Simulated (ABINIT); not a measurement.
# HfC (Fm-3m) in ABINIT: a series of runs

One crystal, HfC, is run at these levels: SCAN, LDA, PBE; tasks: band structure.

All numbers are computed with ABINIT 10.8.3 (patched build); they aren't measurements. Logs are shortened: lines on timing, memory, paths and dates and some standing lists are left out, and cuts for length are marked. The log counts tension as positive stress, the text compression.

## Step 1: Starting point

The structure is cubic, space group Fm-3m (No. 225). The conventional cell has a = 4.650 Å, b = 4.650 Å, c = 4.650 Å, α = 90.00°, β = 90.00°, γ = 90.00°. Around Hf (site symmetry m-3m) lie 6 C at 2.33 Å. C (site symmetry m-3m) is surrounded by 6 Hf at 2.33 Å.

## Step 2: Band structure, SCAN

run.abi

```
# Datasets: ground state, then fixed potential
ndtset 2

# Pseudopotentials
pp_dirpath "./"
pseudos "Hf.GGA_PBE-JTH.xml, C.GGA_PBE-JTH.xml"

# Structure
acell 3*1.0
rprim
     0.0000000000     4.3936132398     4.3936132398
     4.3936132398     0.0000000000     4.3936132398
     4.3936132398     4.3936132398     0.0000000000
ntypat 2
znucl 72 6
natom 2
typat 1 2
xcart
     4.3936132398     4.3936132398     4.3936132398
     0.0000000000     0.0000000000     0.0000000000

# Plane-wave basis
ecut 24.0
pawecutdg 46.0

# Exchange and correlation
ixc -263267
usekden 1
pawxcdev 0

# Bands and occupations
occopt 3
tsmear 0.00183747

# SCF cycle
nstep 100

# Output
iomode 3
prtwf 0
prteig 0
prtebands 0
prtden1 1
prtkden1 1

# Dataset 1
kptopt1 1
ngkpt1 10 10 10
nshiftk1 1
shiftk1 0.0 0.0 0.0
nband1 12
tolvrs1 1.0e-7

# Dataset 2: bands along G-X-W-K-G-L-U-W-L-K
iscf2 -2
getden2 1
getkden2 1
nband2 16
nbdbuf2 2
tolwfr2 1.0e-12
kptopt2 -9
ndivsm2 6
prteig2 1
prtvol2 -3
kptbounds2
     0.0000000000     0.0000000000     0.0000000000
     0.5000000000     0.0000000000     0.5000000000
     0.5000000000     0.2500000000     0.7500000000
     0.3750000000     0.3750000000     0.7500000000
     0.0000000000     0.0000000000     0.0000000000
     0.5000000000     0.5000000000     0.5000000000
     0.6250000000     0.2500000000     0.6250000000
     0.5000000000     0.2500000000     0.7500000000
     0.5000000000     0.5000000000     0.5000000000
     0.3750000000     0.3750000000     0.7500000000
```

Potentials or basis: JTH PAW PBE v2.0.

Started as:

```bash
abinit run.abi > log 2>&1
```

run.abo:

```text
.Version 10.8.3 of ABINIT
 DATASET    1 : space group Fm -3 m (#225); Bravais cF (face-center cubic)
================================================================================
 Values of the parameters that define the memory need for DATASET  1.
     intxc =       0    ionmov =       0      iscf =      17    lmnmax =      18
     lnmax =       6     mgfft =      30  mpssoang =       3    mqgrid =    3001
     natom =       2  nloc_mem =       2    nspden =       1   nspinor =       1
    nsppol =       1      nsym =      48    n1xccc =       1    ntypat =       2
    occopt =       3   xclevel =       2
       mpw =         966          nfft =       27000          nkpt =          47
 PAW method is used; the additional fine FFT grid is defined by:
   mgfftf=        40    nfftf =     64000
================================================================================
================================================================================

 DATASET    2 : space group Fm -3 m (#225); Bravais cF (face-center cubic)
================================================================================
 Values of the parameters that define the memory need for DATASET  2.
     intxc =       0    ionmov =       0      iscf =      -2    lmnmax =      18
     lnmax =       6     mgfft =      30  mpssoang =       3    mqgrid =    3001
     natom =       2  nloc_mem =       2    nspden =       1   nspinor =       1
    nsppol =       1      nsym =      48    n1xccc =       1    ntypat =       2
    occopt =       3   xclevel =       2
       mpw =         967          nfft =       27000          nkpt =         103
 PAW method is used; the additional fine FFT grid is defined by:
   mgfftf=        40    nfftf =     64000
================================================================================
================================================================================

--------------------------------------------------------------------------------
------------- Echo of variables that govern the present computation ------------
--------------------------------------------------------------------------------
 -outvars: echo values of preprocessed input variables --------
            acell      1.0000000000E+00  1.0000000000E+00  1.0000000000E+00 Bohr
              amu      1.78490000E+02  1.20110000E+01
             ecut      2.40000000E+01 Hartree
           getden1          0
           getden2          1
          getkden1          0
          getkden2          1
             iscf1         17
             iscf2         -2
              ixc     -263267
           jdtset        1    2
           kptopt1          1
           kptopt2         -9
         kptrlatt       10    0    0      0   10    0      0    0   10
          kptrlen1     6.21350743E+01
          kptrlen2     3.00000000E+01
            natom           2
            nband1         12
            nband2         16
           nbdbuf1          0
           nbdbuf2          2
           ndtset           2
           ndivsm1          0
           ndivsm2          6
            ngfft          30      30      30
          ngfftdg          40      40      40
             nkpt1         47
             nkpt2        103
            nstep         100
             nsym          48
           ntypat           2
           occopt           3
        pawecutdg      4.60000000E+01 Hartree
         pawxcdev           0
        prtebands           0
           prteig1          0
           prteig2          1
          prtkden           1
           prtvol1          0
           prtvol2         -3
            prtwf           0
            rprim      0.0000000000E+00  4.3936132398E+00  4.3936132398E+00
                       4.3936132398E+00  0.0000000000E+00  4.3936132398E+00
                       4.3936132398E+00  4.3936132398E+00  0.0000000000E+00
           shiftk1     0.00000000E+00  0.00000000E+00  0.00000000E+00
           shiftk2     5.00000000E-01  5.00000000E-01  5.00000000E-01
          spgroup         225
           tolvrs1     1.00000000E-07
           tolvrs2     0.00000000E+00
           tolwfr1     0.00000000E+00
           tolwfr2     1.00000000E-12
           tsmear      1.83747000E-03 Hartree
            typat      1  2
          usekden           1
           useylm           1
           xangst      2.3249999984E+00  2.3249999984E+00  2.3249999984E+00
                       0.0000000000E+00  0.0000000000E+00  0.0000000000E+00
            xcart      4.3936132398E+00  4.3936132398E+00  4.3936132398E+00
                       0.0000000000E+00  0.0000000000E+00  0.0000000000E+00
[... 246 lines left out ...]

================================================================================
 Non-SCF case, kpt    1 (  0.00000  0.00000  0.00000), residuals and eigenvalues=
  2.91E-13  5.28E-13  2.09E-13  5.10E-13  6.62E-13  4.42E-13  2.30E-13  2.03E-13
  5.21E-13  2.15E-13  9.85E-13  5.74E-13  2.74E-13  7.45E-13  9.57E-13  1.65E-06
 -2.2785E+00 -1.0998E+00 -1.0998E+00 -1.0998E+00 -4.7665E-01  4.2431E-02
  4.2431E-02  4.2431E-02  6.1390E-02  6.1390E-02  6.1390E-02  1.3264E-01
  1.3264E-01  2.6860E-01  4.3670E-01  9.2716E-01
 Non-SCF case, kpt    2 (  0.02941  0.00000  0.02941), residuals and eigenvalues=
  5.15E-13  9.73E-13  7.16E-13  8.96E-13  2.58E-13  3.92E-13  2.73E-13  3.08E-13
  1.04E-13  3.06E-13  3.42E-13  7.24E-13  9.86E-13  2.97E-13  3.70E-13  2.92E-04
 -2.2785E+00 -1.1000E+00 -1.0999E+00 -1.0999E+00 -4.7554E-01  3.0883E-02
  3.5269E-02  3.5269E-02  5.9774E-02  7.0157E-02  7.0157E-02  1.3314E-01
[... 593 lines left out ...]
 -1.0055E-01 -7.4729E-02  9.6841E-02  2.1531E-01  2.3053E-01  3.1956E-01
  3.5356E-01  4.4499E-01  5.0269E-01  5.6817E-01
 Non-SCF case, kpt  102 (  0.38750  0.38750  0.72500), residuals and eigenvalues=
  4.07E-13  6.20E-13  4.35E-13  9.81E-13  7.78E-13  1.40E-13  8.69E-13  4.31E-13
  5.59E-13  3.58E-13  8.60E-13  7.01E-13  4.51E-13  6.13E-13  4.35E-11  9.40E-09
 -2.2764E+00 -1.1187E+00 -1.1150E+00 -1.1061E+00 -3.7768E-01 -1.4089E-01
 -1.0032E-01 -6.7492E-02  8.1598E-02  2.2041E-01  2.3771E-01  3.1358E-01
  3.3704E-01  4.4377E-01  5.0614E-01  5.7210E-01
 Non-SCF case, kpt  103 (  0.37500  0.37500  0.75000), residuals and eigenvalues=
  8.20E-13  9.17E-13  8.61E-13  2.76E-13  4.83E-13  4.39E-13  2.54E-13  5.14E-13
  7.47E-13  3.06E-13  2.91E-13  2.89E-13  5.63E-13  5.64E-13  4.40E-12  1.66E-08
 -2.2764E+00 -1.1189E+00 -1.1148E+00 -1.1066E+00 -3.8206E-01 -1.2934E-01
 -1.0016E-01 -6.0348E-02  6.7863E-02  2.2654E-01  2.4289E-01  3.1465E-01
  3.1976E-01  4.3343E-01  5.0569E-01  5.8609E-01

Result for kinetic energy density :

--------------------------------------------------------------------------------
 Total kinetic energy density [Ha/Bohr^3]
)     Maximum=    7.5664E-01  at reduced coord.    0.0000    0.0000    0.0000
)     Minimum=    6.6133E-03  at reduced coord.    0.2500    0.2500    0.2500
   Integrated=    8.5935E+00
--------------------------------------------------------------------------------

--- !ResultsGS
iteration_state: {dtset: 2, }
comment   : Summary of ground state results
lattice_vectors:
- [  0.0000000,   4.3936132,   4.3936132, ]
- [  4.3936132,   0.0000000,   4.3936132, ]
- [  4.3936132,   4.3936132,   0.0000000, ]
lattice_lengths: [   6.21351,    6.21351,    6.21351, ]
lattice_angles: [ 60.000,  60.000,  60.000, ] # degrees, (23, 13, 12)
lattice_volume:   1.6962719E+02
convergence: {deltae:  0.000E+00, res2:  0.000E+00, residm:  9.972E-13, diffor:  0.000E+00, }
etotal    :  -1.60414742E+01
entropy   :   0.00000000E+00
fermie    :   6.49442318E-03
cartesian_stress_tensor: null
pressure_GPa: null
xred      :
- [  5.0000E-01,   5.0000E-01,   5.0000E-01, Hf]
- [  0.0000E+00,   0.0000E+00,   0.0000E+00,  C]
cartesian_forces: null
force_length_stats: {min: null, max: null, mean: null, }
...

 Integrated electronic density in atomic spheres:
 ------------------------------------------------
 Atom  Sphere_radius  Integrated_density
    1        2.41119          9.55949323
    2        1.50737          2.42325002

================================================================================

 ----iterations are completed or convergence reached----

 Mean square residual over all n,k,spin=   49.919E-14; max=  99.716E-14
 reduced coordinates (array xred) for    2 atoms
       0.500000000000      0.500000000000      0.500000000000
       0.000000000000      0.000000000000      0.000000000000

 cartesian coordinates (angstrom) at end:
    1      2.32499999844655     2.32499999844655     2.32499999844655
    2      0.00000000000000     0.00000000000000     0.00000000000000
 length scales=  1.000000000000  1.000000000000  1.000000000000 bohr
              =  0.529177210544  0.529177210544  0.529177210544 angstroms
 Eigenvalues (hartree) for nkpt= 103  k points:
 kpt#   1, nband= 16, wtk=  1.00000, kpt=  0.0000  0.0000  0.0000 (reduced coord)
  -2.27848   -1.09980   -1.09980   -1.09980   -0.47665    0.04243    0.04243    0.04243
   0.06139    0.06139    0.06139    0.13264    0.13264    0.26860    0.43670    0.92716
 kpt#   2, nband= 16, wtk=  1.00000, kpt=  0.0294  0.0000  0.0294 (reduced coord)
  -2.27846   -1.10003   -1.09988   -1.09988   -0.47554    0.03088    0.03527    0.03527
   0.05977    0.07016    0.07016    0.13314    0.14368    0.27143    0.43981    0.91331
 kpt#   3, nband= 16, wtk=  1.00000, kpt=  0.0588  0.0000  0.0588 (reduced coord)
  -2.27841   -1.10071   -1.10011   -1.10011   -0.47226    0.00616    0.02442    0.02442
   0.05511    0.08578    0.08578    0.13463    0.16631    0.28047    0.44894    0.87987
 kpt#   4, nband= 16, wtk=  1.00000, kpt=  0.0882  0.0000  0.0882 (reduced coord)
  -2.27832   -1.10181   -1.10048   -1.10048   -0.46695   -0.02177    0.01448    0.01448
   0.04788    0.10351    0.10351    0.13709    0.18926    0.29687    0.46355    0.84529
 kpt#   5, nband= 16, wtk=  1.00000, kpt=  0.1176  0.0000  0.1176 (reduced coord)
  -2.27820   -1.10327   -1.10099   -1.10099   -0.45989   -0.04924    0.00607    0.00607
   0.03874    0.12253    0.12253    0.14047    0.20832    0.32087    0.48292    0.81090
 kpt#   6, nband= 16, wtk=  1.00000, kpt=  0.1471  0.0000  0.1471 (reduced coord)
  -2.27805   -1.10501   -1.10161   -1.10161   -0.45144   -0.07469   -0.00071   -0.00071
[... 278 lines left out ...]
  -2.27659   -1.12219   -1.11003   -1.10445   -0.36118   -0.18279   -0.10221   -0.08875
   0.12967    0.20907    0.21794    0.33905    0.38383    0.41690    0.50693    0.57372
 kpt# 100, nband= 16, wtk=  1.00000, kpt=  0.4125  0.4125  0.6750 (reduced coord)
  -2.27652   -1.12086   -1.11204   -1.10503   -0.36709   -0.16865   -0.10114   -0.08189
   0.11307    0.21152    0.22333    0.32957    0.36919    0.43392    0.50247    0.57066
 kpt# 101, nband= 16, wtk=  1.00000, kpt=  0.4000  0.4000  0.7000 (reduced coord)
  -2.27646   -1.11956   -1.11386   -1.10559   -0.37265   -0.15437   -0.10055   -0.07473
   0.09684    0.21531    0.23053    0.31956    0.35356    0.44499    0.50269    0.56817
 kpt# 102, nband= 16, wtk=  1.00000, kpt=  0.3875  0.3875  0.7250 (reduced coord)
  -2.27641   -1.11868   -1.11503   -1.10611   -0.37768   -0.14089   -0.10032   -0.06749
   0.08160    0.22041    0.23771    0.31358    0.33704    0.44377    0.50614    0.57210
 kpt# 103, nband= 16, wtk=  1.00000, kpt=  0.3750  0.3750  0.7500 (reduced coord)
  -2.27638   -1.11892   -1.11479   -1.10655   -0.38206   -0.12934   -0.10016   -0.06035
   0.06786    0.22654    0.24289    0.31465    0.31976    0.43343    0.50569    0.58609

== END DATASET(S) ==============================================================
================================================================================

 -outvars: echo values of variables after computation  --------
            acell      1.0000000000E+00  1.0000000000E+00  1.0000000000E+00 Bohr
           etotal1    -1.6041474206E+01
            fcart1    -0.0000000000E+00 -0.0000000000E+00 -0.0000000000E+00
                      -0.0000000000E+00 -0.0000000000E+00 -0.0000000000E+00
            rprim      0.0000000000E+00  4.3936132398E+00  4.3936132398E+00
                       4.3936132398E+00  0.0000000000E+00  4.3936132398E+00
                       4.3936132398E+00  4.3936132398E+00  0.0000000000E+00
           strten1     1.1084280237E-04  1.1084280237E-04  1.1084280237E-04
                       0.0000000000E+00  0.0000000000E+00  0.0000000000E+00
           xangst      2.3249999984E+00  2.3249999984E+00  2.3249999984E+00
                       0.0000000000E+00  0.0000000000E+00  0.0000000000E+00
             xred      5.0000000000E-01  5.0000000000E-01  5.0000000000E-01
                       0.0000000000E+00  0.0000000000E+00  0.0000000000E+00
 Calculation completed.
```

It took 2.6 min on 1 thread of Arm Neoverse V2, shared host; peak memory 0.14 GiB.

Results:

* Free energy: -436.5108 eV
* Pressure: -3.3 GPa
* Band gap on the k mesh: none (metal or under the smearing width)
* Valence electrons inside the program's atomic spheres: Hf 9.56; C 2.42

Levels at the corners of the path, in eV from the Fermi level:
| point | band 4 | band 5 | band 6 | band 7 | band 8 | band 9 | band 10 | band 11 | band 12 | band 13 |
| --- | --- | --- | --- | --- | --- | --- | --- | --- | --- | --- |
| Γ | -30.10 | -13.15 | 0.98 | 0.98 | 0.98 | 1.49 | 1.49 | 1.49 | 3.43 | 3.43 |
| X | -30.35 | -11.25 | -2.79 | -1.75 | -0.19 | -0.19 | 5.37 | 6.94 | 6.94 | 8.69 |
| W | -30.37 | -10.49 | -3.23 | -2.86 | -2.86 | 3.86 | 3.86 | 6.96 | 7.22 | 8.41 |
| K | -30.29 | -10.57 | -3.70 | -2.90 | -1.82 | 1.67 | 5.99 | 6.43 | 8.39 | 8.52 |
| Γ | -30.10 | -13.15 | 0.98 | 0.98 | 0.98 | 1.49 | 1.49 | 1.49 | 3.43 | 3.43 |
| L | -30.17 | -9.34 | -6.44 | -3.21 | -3.21 | 5.51 | 5.51 | 6.04 | 6.91 | 11.81 |
| U | -30.29 | -10.57 | -3.70 | -2.90 | -1.82 | 1.67 | 5.99 | 6.43 | 8.39 | 8.52 |
| W | -30.37 | -10.49 | -3.23 | -2.86 | -2.86 | 3.86 | 3.86 | 6.96 | 7.22 | 8.41 |
| L | -30.17 | -9.34 | -6.44 | -3.21 | -3.21 | 5.51 | 5.51 | 6.04 | 6.91 | 11.81 |
| K | -30.29 | -10.57 | -3.70 | -2.90 | -1.82 | 1.67 | 5.99 | 6.43 | 8.39 | 8.52 |

Caveat: totals of a meta-GGA on PAW files have another zero than those of a GGA; the PAW data sets were made with another functional, which shifts forces and pressure a little; spin-orbit coupling is left out, which moves the levels of the heavy elements.

(Part 1 of 2 ends here.)
